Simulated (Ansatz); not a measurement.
BiTe: computed properties

Method: Ansatz 0.2.0, DFT r2SCAN, scalar-relativistic, plane waves, PAW.

Settings: cutoff 500 eV, Γ-centred mesh 12×12×12 on the computed 2-atom cell, Gaussian smearing of 0.10 eV; no spin polarisation.

The structure is relaxed at this level of theory with its symmetry kept. Whether it is the stable form of this composition wasn't checked.

It takes space group R-3m (No. 166, trigonal). The conventional cell has a = 4.822 Å, b = 4.822 Å, c = 9.891 Å, α = 90.00°, β = 90.00°, γ = 120.00°. Bi (site symmetry -3m) is surrounded by 6 Te at 3.24 Å. Te (site symmetry -3m) has 6 Bi at 3.24 Å as nearest neighbours.

```json
{
 "Volume per atom": "33.19 Å³",
 "Formation energy from the elements' standard states (uncorrected)": "-0.059 eV/atom",
 "Generalised Kohn–Sham band gap": "none (metal)",
 "Density of states at the Fermi level": "1.28 states/eV per cell",
 "Löwdin character within 0.5 eV of the Fermi level": "Bi 6p 73 %, Te 5p 18 %",
 "Bulk modulus": "47 GPa",
 "Its pressure derivative": "3.4",
 "Bader charges (e)": "Bi (1 in the cell) 0.47, Te (1 in the cell) -0.47"
}
```

Spin-orbit coupling is left out, which matters for the bands of heavy elements.